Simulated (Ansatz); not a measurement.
Crystal: GaN.

```
CELL_PARAMETERS angstrom
0.00000 2.25350 2.25350
2.25350 0.00000 2.25350
2.25350 2.25350 0.00000
ATOMIC_POSITIONS crystal
Ga 0.00000 0.00000 0.00000
N 0.25000 0.25000 0.25000
```

The cell is a database's computed one.

Base run:

- Program: Ansatz 0.2.0
- Functional: revPBE
- Potentials or basis: Ansatz PAW
- Cutoff: 420 eV (not typed: the program's choice for these potentials)
- k mesh: 10 × 10 × 10
- Occupations: fermi-dirac, width 0.05 eV
- Spin: no spin polarisation

Its results: band gap on the k mesh 1.74 eV, direct; pressure 8.0 GPa.

Question: After a change of settings the same cell gave: band gap on the k mesh 1.75 eV, direct; pressure 9.2 GPa. Which change was it?
A. functional from revPBE to BLYP
B. functional from revPBE to RPBE
C. functional from revPBE to r2SCAN; cutoff from 420 eV (not typed: the program's choice for these potentials) to 500 eV (not typed: the program's choice for these potentials)

Answer: B.

Caveats: the PAW data sets come from PBE, with cores solved anew for the run's functional, which leaves a small shift of forces and pressure.

Runs at the PBE level aren't shown here.
